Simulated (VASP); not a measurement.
# ZnO (zincite) (P6_3mc) in VASP: notebook, part 2 of 2

VASP 6.6.1. The steps go on from the part before.

## 9. Equation of state, PBEsol, 11.19 Å³/atom (volume scaled by 0.94)

INCAR reads:

```
SYSTEM = ZnO
PREC = Accurate
ENCUT = 520
EDIFF = 1E-7
ISMEAR = -1
SIGMA = 0.05
LREAL = .False.
LASPH = .True.
NELM = 80
ALGO = Normal
ISIF = 2
LWAVE = .False.
LCHARG = .False.
GGA = PS
NBANDS = 26
```

KPOINTS reads:

```
regular mesh
0
Gamma
  9 9 5
  0 0 0
```

POSCAR reads:

```
ZnO
1.0
    3.1829769797      0.0000000000      0.0000000000
   -1.5914884899      2.7565389241      0.0000000000
    0.0000000000      0.0000000000      5.0994402224
Zn O
2 2
Direct
    0.6666666667      0.3333333333      0.0000000000
    0.3333333333      0.6666666667      0.5000000000
    0.3333333333      0.6666666667      0.8790100000
    0.6666666667      0.3333333333      0.3790100000
```

Potentials or basis: VASP PAW PBE potentials, release 64 (Zn, O).

Run with:

```
cat potpaw_PBE.64/Zn/POTCAR potpaw_PBE.64/O/POTCAR > POTCAR
mpirun -np 1 vasp_std > vasp.out
```

Wall time 40 s (1 thread of AMD EPYC 7R13 (Zen 3), shared host); peak memory 0.15 GiB.

It converged, with:

```
Free energy            : -19.3305 eV
Pressure               : 9.7 GPa
Largest force          : 0.088 eV/Å
Band gap on the k mesh : 0.77 eV, direct
```

Caveat: the PAW data sets were made with another functional, which shifts forces and pressure a little.

## 10. Equation of state, PBEsol, 11.42 Å³/atom (volume scaled by 0.96)

INCAR is that of step 9.

KPOINTS is that of step 9.

POSCAR reads:

```
ZnO
1.0
    3.2053930491      0.0000000000      0.0000000000
   -1.6026965246      2.7759518096      0.0000000000
    0.0000000000      0.0000000000      5.1353529565
Zn O
2 2
Direct
    0.6666666667      0.3333333333      0.0000000000
    0.3333333333      0.6666666667      0.5000000000
    0.3333333333      0.6666666667      0.8790100000
    0.6666666667      0.3333333333      0.3790100000
```

Run with:

```
cat potpaw_PBE.64/Zn/POTCAR potpaw_PBE.64/O/POTCAR > POTCAR
mpirun -np 1 vasp_std > vasp.out
```

It took 38 s on 1 thread of AMD EPYC 7R13 (Zen 3), shared host; peak memory 0.14 GiB.

Results (log left out):

- Free energy: -19.3776 eV
- Pressure: 5.9 GPa
- Largest force: 0.080 eV/Å
- Band gap on the k mesh: 0.74 eV, direct

Caveat: the PAW data sets were made with another functional, which shifts forces and pressure a little.

## 11. Equation of state, PBEsol, 11.66 Å³/atom (volume scaled by 0.98)

INCAR is that of step 10.

KPOINTS is that of step 10.

POSCAR reads:

```
ZnO
1.0
    3.2274999067      0.0000000000      0.0000000000
   -1.6137499533      2.7950969099      0.0000000000
    0.0000000000      0.0000000000      5.1707703030
Zn O
2 2
Direct
    0.6666666667      0.3333333333      0.0000000000
    0.3333333333      0.6666666667      0.5000000000
    0.3333333333      0.6666666667      0.8790100000
    0.6666666667      0.3333333333      0.3790100000
```

Run with:

```
cat potpaw_PBE.64/Zn/POTCAR potpaw_PBE.64/O/POTCAR > POTCAR
mpirun -np 1 vasp_std > vasp.out
```

Run time: 38 s. Hardware: 1 thread of AMD EPYC 7R13 (Zen 3), shared host; peak memory 0.15 GiB.

Results (log left out):

- Free energy: -19.4034 eV
- Pressure: 2.5 GPa
- Largest force: 0.073 eV/Å
- Band gap on the k mesh: 0.72 eV, direct

Caveat: the PAW data sets were made with another functional, which shifts forces and pressure a little.

## 12. Equation of state, PBEsol, 12.14 Å³/atom (volume scaled by 1.02)

INCAR is that of step 11.

KPOINTS is that of step 11.

POSCAR reads:

```
ZnO
1.0
    3.2708272232      0.0000000000      0.0000000000
   -1.6354136116      2.8326194666      0.0000000000
    0.0000000000      0.0000000000      5.2401848988
Zn O
2 2
Direct
    0.6666666667      0.3333333333      0.0000000000
    0.3333333333      0.6666666667      0.5000000000
    0.3333333333      0.6666666667      0.8790100000
    0.6666666667      0.3333333333      0.3790100000
```

Potentials or basis: VASP PAW PBE potentials, release 64 (Zn, O).

Run with:

```
cat potpaw_PBE.64/Zn/POTCAR potpaw_PBE.64/O/POTCAR > POTCAR
mpirun -np 1 vasp_std > vasp.out
```

Run time: 41 s. Hardware: 1 thread of AMD EPYC 7R13 (Zen 3), shared host; peak memory 0.15 GiB.

The run converged. Its results:

* Free energy: -19.4002 eV
* Pressure: -3.2 GPa
* Largest force: 0.059 eV/Å
* Band gap on the k mesh: 0.66 eV, direct

Caveat: the PAW data sets were made with another functional, which shifts forces and pressure a little.

## 13. Equation of state, PBEsol, 12.38 Å³/atom (volume scaled by 1.04)

INCAR is that of step 12.

KPOINTS is that of step 12.

POSCAR reads:

```
ZnO
1.0
    3.2920669561      0.0000000000      0.0000000000
   -1.6460334781      2.8510136149      0.0000000000
    0.0000000000      0.0000000000      5.2742130269
Zn O
2 2
Direct
    0.6666666667      0.3333333333      0.0000000000
    0.3333333333      0.6666666667      0.5000000000
    0.3333333333      0.6666666667      0.8790100000
    0.6666666667      0.3333333333      0.3790100000
```

Run with:

```
cat potpaw_PBE.64/Zn/POTCAR potpaw_PBE.64/O/POTCAR > POTCAR
mpirun -np 1 vasp_std > vasp.out
```

It took 40 s on 1 thread of AMD EPYC 7R13 (Zen 3), shared host; peak memory 0.15 GiB.

Results (log left out):

```
Free energy            : -19.3748 eV
Pressure               : -5.6 GPa
Largest force          : 0.052 eV/Å
Band gap on the k mesh : 0.63 eV, direct
```

Caveat: the PAW data sets were made with another functional, which shifts forces and pressure a little.

## 14. Equation of state, PBEsol, 12.61 Å³/atom (volume scaled by 1.06)

INCAR is that of step 13.

KPOINTS is that of step 13.

POSCAR reads:

```
ZnO
1.0
    3.3130361008      0.0000000000      0.0000000000
   -1.6565180504      2.8691734269      0.0000000000
    0.0000000000      0.0000000000      5.3078076462
Zn O
2 2
Direct
    0.6666666667      0.3333333333      0.0000000000
    0.3333333333      0.6666666667      0.5000000000
    0.3333333333      0.6666666667      0.8790100000
    0.6666666667      0.3333333333      0.3790100000
```

Run with:

```
cat potpaw_PBE.64/Zn/POTCAR potpaw_PBE.64/O/POTCAR > POTCAR
mpirun -np 1 vasp_std > vasp.out
```

Run time: 56 s. Hardware: 1 thread of AMD EPYC 7R13 (Zen 3), shared host; peak memory 0.16 GiB.

Results (log left out):

```
Free energy            : -19.3357 eV
Pressure               : -7.8 GPa
Largest force          : 0.046 eV/Å
Band gap on the k mesh : 0.60 eV, direct
```

Caveat: the PAW data sets were made with another functional, which shifts forces and pressure a little.

## 15. Equation of state, PBEsol

Potentials or basis: VASP PAW PBE potentials, release 64 (Zn, O).

No new run: the results of the series are fitted here.

Results:

```yaml
Equilibrium_volume: 11.87 Å³/atom
Bulk_modulus_at_fixed_shape_and_positions: 145 GPa
Pressure_derivative_of_the_bulk_modulus: 4.5
```

Energy against volume, from the lowest point:
| volume (Å³/atom) | energy (meV/atom) |
| --- | --- |
| 11.186 | 19.95 |
| 11.424 | 8.18 |
| 11.662 | 1.71 |
| 11.900 | 0.00 |
| 12.138 | 2.53 |
| 12.376 | 8.89 |
| 12.614 | 18.65 |

Caveat: the cell was scaled at fixed shape and fractional positions, which overstates the stiffness of a crystal with free parameters, most of all of layers and chains; the PAW data sets were made with another functional, which shifts forces and pressure a little.
